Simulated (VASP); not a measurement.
Runs of VASP 6.6.1 on Ti. Symmetry: Fm-3m, No. 225, cubic system. Conventional cell: a = 4.060 Å, b = 4.060 Å, c = 4.060 Å, α = 90.00°, β = 90.00°, γ = 90.00°. Ti (site symmetry m-3m) is surrounded by 12 Ti at 2.87 Å. This isn't the form of Ti at room conditions, which is hcp.

```csv
task,cell,k mesh,cutoff (eV),gap on the mesh (eV),pressure (GPa)
single point,bulk in the cell of the (1 0 0) plane,12 × 12 × 17,520,none,-0.3
relaxation of cell and atoms,relaxed,18 × 18 × 18,600,none,0.0
single point,bulk in the cell of the (1 1 1) plane,12 × 12 × 15,520,none,-0.3
single point,"Fm-3m, 16.73 Å³/atom",8 × 8 × 8,520,none,(a)
single point,"Fm-3m, 16.68 Å³/atom",18 × 18 × 18,520,none,-0.3
single point,strained and moved within a subgroup,16 × 14 × 14,520,none,-11.1
single point,strained and moved within a subgroup,16 × 14 × 16,520,none,-12.3
single point,strained and moved within the space group,18 × 18 × 18,520,none,-5.3
```

Alike in all rows: level PBEsol; potentials or basis VASP PAW PBE potentials, release 64 (Ti_sv); no spin polarisation; smearing gaussian 0.1 eV.

Question: Fill in the values left out.

Answer: (a) -0.6.

Caveats: the PAW data sets were made with another functional, which shifts forces and pressure a little; the real-space grid breaks the cell's symmetry a little (some runs).

A gap of «none» marks a metal or a gap under the smearing width.
